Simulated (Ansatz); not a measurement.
# Ge: which structure wins at one pressure, part 2 of 2

Aim: bring Ge in several structures (bcc, hcp, diamond, beta tin, simple hexagonal) to one pressure and rank them by enthalpy. The pressure is set by scaling the first phase. The runs shown use LAPW. Companion runs by PAW are cited.

Ansatz 0.2.0; DFT LDA; a cell built from a prototype (bcc type), not taken from measurement. The steps go on from the part before.

## (5) Beta tin relaxed under pressure, LAPW

Input file input.yaml:

```yaml
crystal:
  lattice:
    - [-2.3908586273, 2.3908586273, 1.2929171264]
    - [2.3908586273, -2.3908586273, 1.2929171264]
    - [2.3908586273, 2.3908586273, -1.2929171264]
  atoms:
    - { symbol: Ge, position: [-0.375, -0.125, -0.25] }
    - { symbol: Ge, position: [0.375, 0.125, 0.25] }
kpoints:
  mp_grid: { grid: [16, 16, 16] }
scf:
  occupations: { method: fermi_dirac, width: 0.05 }
hamiltonian:
  xc: lda
  pseudopotentials: { kind: all_electron, lapw: { basis_error: 0.0005 } }
output:
  forces: true
  stress: true
  eigenvalues: true
relax:
  f_tol: 0.005
  max_steps: 12
  cell: { p_target: 25.0, stress_tol: 0.03 }
```

The run is started by

```bash
$ ansatz run input.yaml --threads 1 --pin off --max-ram 3584MiB --backend cpu --events-out ev --progress --plain --runs-dir out
```

Standard output (excerpt; [...] marks lines left out):

```text
[...]
LAPW: plane waves up to 9.713 Å⁻¹, error target 5.0e-4 eV per atom; small_component_spin mean_spin; Ge in spheres of 1.201 Å, 22 of its electrons in bands, Dirac shells []
[...]
Pseudopotentials: kind: all_electron
Pseudopotential: Ge, LAPW, valence charge 22, Koelling and Harmon's equation, gaussian nucleus
Functional definition: SPW92
[...]
Crystal: 2 atoms, lattice volume = 29.562 Å³
Basis set: ecut = 359.4675678406444 eV, 451 PW (Γ), FFT grids on a1+a2, a2, a3, exchange–correlation at level 2
Bands: 27, of which v1, the nominal top of the filled ones, is band 22 counted from 1 (21 counted from 0)
Symmetry: 16 space group operations
Space group: I41/amd (ITA 141), of the structure as read, at distance tolerance 3.1e-5 Å
k-points: 349 of 4096
[...]
  atom   1  Ge     0.00000000     0.00000000     0.00000000
  atom   2  Ge     0.00000000     0.00000000     0.00000000
[...]
--- Stress (GPa, compression-positive) ---
       24.990684       0.000000      -0.000000
        0.000000      24.990684      -0.000000
       -0.000000      -0.000000      24.973947
  P = ⅓ Tr σ = 24.9851 GPa (249.851 kbar)
--- Band table (eV; the first three rows and the last of 349) ---
[... band rows left out ...]
[...]
--- Relaxed structure (2 steps of the walk, 2 accepted, 1 SCFs on fresh bases) ---
  F+E_penalty+E_count = -114073.55695896 eV   max|allowed force component| = 0.000e0 eV/Å   (the final SCF, on the basis selected at the relaxed cell)
  cell:  # Å, volume = 29.5743 Å³
    - [-2.391229355149574, 2.391229355149574, 1.2930415890765485]
    - [2.391229355149574, -2.391229355149574, 1.2930415890765485]
    - [2.391229355149574, 2.391229355149574, -1.2930415890765485]
  atoms:
    - { symbol: Ge, position: [-0.375, -0.12499999999999999, -0.25] }
    - { symbol: Ge, position: [0.375, 0.12499999999999999, 0.25] }
```

Wall time 2.6 min (1 thread of Arm Neoverse V2, shared host); peak memory 1.1 GiB.

Relaxation path:

| step | energy from step 1 (eV/cell) | largest force component (eV/Å) | pressure (GPa) | volume (Å³) |
| --- | --- | --- | --- | --- |
| 1 | 0.0000 | 0.0000 | 25.06 | 29.56 |
| 2 | -0.0019 | 0.0000 | 24.99 | 29.57 |
| 3 | -0.0019 | 0.0000 | 24.99 | 29.57 |

Step 1 is the start. Step 3 repeats the geometry before on a plane-wave basis chosen anew for that cell, so the energy can jump there without any move; the table keeps such jumps.

| input's cell | before | after | change |
| --- | --- | --- | --- |
| a (Å) | 3.620 | 3.620 | +0.0 % |
| b (Å) | 3.620 | 3.620 | +0.0 % |
| c (Å) | 3.620 | 3.620 | +0.0 % |
| volume (Å³/atom) | 14.78 | 14.79 | +0.0 % |

This run gives: pressure 24.99 GPa; no gap.

## (6) Simple hexagonal relaxed under pressure, LAPW

Input file input.yaml:

```yaml
crystal:
  lattice:
    - [2.6351671345, 0.0, 0.0]
    - [-1.3175835672, 2.2821216817, 0.0]
    - [0.0, 0.0, 2.4550376755]
  atoms:
    - { symbol: Ge, position: [0.0, 0.0, 0.0] }
kpoints:
  mp_grid: { grid: [16, 16, 15] }
scf:
  occupations: { method: fermi_dirac, width: 0.05 }
hamiltonian:
  xc: lda
  pseudopotentials: { kind: all_electron, lapw: { basis_error: 0.0005 } }
output:
  forces: true
  stress: true
  eigenvalues: true
relax:
  f_tol: 0.005
  max_steps: 12
  cell: { p_target: 25.0, stress_tol: 0.03 }
```

The run is started by

```bash
$ ansatz run input.yaml --threads 1 --pin off --max-ram 3584MiB --backend cpu --events-out ev --progress --plain --runs-dir out
```

Standard output (excerpt; [...] marks lines left out):

```text
[...]
LAPW: plane waves up to 9.819 Å⁻¹, error target 5.0e-4 eV per atom; small_component_spin mean_spin; Ge in spheres of 1.191 Å, 22 of its electrons in bands, Dirac shells []
[...]
[... 3 set-up lines as earlier in the session ...]
[...]
Crystal: 1 atoms, lattice volume = 14.764 Å³
Basis set: ecut = 367.3439963541821 eV, 229 PW (Γ), exchange–correlation at level 2
Bands: 15, of which v1, the nominal top of the filled ones, is band 11 counted from 1 (10 counted from 0)
[... 1 set-up line as earlier in the session ...]
Space group: P6/mmm (ITA 191), of the structure as read, at distance tolerance 2.5e-5 Å
k-points: 240 of 3840
[...]
SCF iter   1: F=—  HF=-57036.773937 eV  |F-HF|=—  |Δ(HF+E_count)|=         —  Δρ=1.87e-2  dr2=2.73e-2  ethr=1.24e-4  ⟨swp⟩=3.0  Hψ=24498  notcnv=0
[...]
--- Stress (GPa, compression-positive) ---
       24.983440      -0.000000       0.000000
       -0.000000      24.983440       0.000000
        0.000000       0.000000      24.998252
  P = ⅓ Tr σ = 24.9884 GPa (249.884 kbar)
--- Band table (eV; the first three rows and the last of 240) ---
  k-point 0: bands = ["-146.0316", "-93.6935", "-93.6935", "-93.6415", "-8.2988", "-8.0747", "-8.0747", "-7.8009", "-7.8009", "1.4175", "25.1623", "27.2766", "27.2766", "28.4469", "32.6582"]
[...]
--- Relaxed structure (2 steps of the walk, 2 accepted, 1 SCFs on fresh bases) ---
  F+E_penalty+E_count = -57036.75020232 eV   max|allowed force component| = 0.000e0 eV/Å   (the final SCF, on the basis selected at the relaxed cell)
  cell:  # Å, volume = 14.7705 Å³
    - [2.6355648832894123, -2.8871924905350795e-11, 1.3836734910317692e-20]
    - [-1.3177824416197026, 2.2824661422652364, -6.918367455032355e-21]
    - [1.2890911193434847e-20, -5.139635710216128e-33, 2.4553637812599054]
  atoms:
    - { symbol: Ge, position: [0.0, 0.0, 0.0] }
```

It took 29 s on 1 thread of Arm Neoverse V2, shared host; peak memory 0.43 GiB.

Step by step:

| step | energy from step 1 (eV/cell) | largest force component (eV/Å) | pressure (GPa) | volume (Å³) |
| --- | --- | --- | --- | --- |
| 1 | 0.0000 | 0.0000 | 25.07 | 14.76 |
| 2 | -0.0010 | 0.0000 | 24.99 | 14.77 |
| 3 | -0.0010 | 0.0000 | 24.99 | 14.77 |

Step 1 is the start. Step 3 repeats the geometry before on a plane-wave basis chosen anew for that cell, so the energy can jump there without any move; the table keeps such jumps.

| input's cell | before | after | change |
| --- | --- | --- | --- |
| a (Å) | 2.635 | 2.636 | +0.0 % |
| b (Å) | 2.635 | 2.636 | +0.0 % |
| c (Å) | 2.455 | 2.455 | +0.0 % |
| volume (Å³/atom) | 14.76 | 14.77 | +0.0 % |

In short: pressure 24.99 GPa; no gap.

## (7) Side by side

The PAW rows are taken from companion runs at the same settings.

Enthalpy per atom, H = F + pV at p = 25 GPa, from each method's lowest phase:

```
method             start  space group, start → end  volume (Å³/atom)  pressure (GPa)  enthalpy (meV/atom)
  LAPW               bcc             Im-3m → Im-3m            14.615            25.0                103.2
  LAPW               hcp       P6_3/mmc → P6_3/mmc            14.659            25.0                108.2
  LAPW           diamond             Fd-3m → Fd-3m            17.983            25.0                387.3
  LAPW          beta tin       I4_1/amd → I4_1/amd            14.787            25.0                  0.0
  LAPW  simple hexagonal           P6/mmm → P6/mmm            14.770            25.0                 25.7
   PAW               bcc             Im-3m → Im-3m            14.609            25.0                103.1
   PAW               hcp       P6_3/mmc → P6_3/mmc            14.653            25.0                108.2
   PAW           diamond             Fd-3m → Fd-3m            17.983            25.0                387.5
   PAW          beta tin       I4_1/amd → I4_1/amd            14.781            25.0                  0.0
   PAW  simple hexagonal           P6/mmm → P6/mmm            14.764            25.0                 25.7
```

## (8) Summary of results

This closing draws on all 2 parts.

```
     quantity                                           value
     pressure                                          25 GPa
lowest (LAPW)  beta tin, 25.7 meV/atom under simple hexagonal
 lowest (PAW)  beta tin, 25.7 meV/atom under simple hexagonal
```

By LAPW the order is beta tin < simple hexagonal < bcc < hcp < diamond. By PAW the order is beta tin < simple hexagonal < bcc < hcp < diamond. The methods agree on the lowest phase. Only these structures were tried, with electrons smeared by 0.05 eV and without vibrations, so the true ground state may be another. The k meshes differ between phases and weren't tested, which can move differences by some meV.
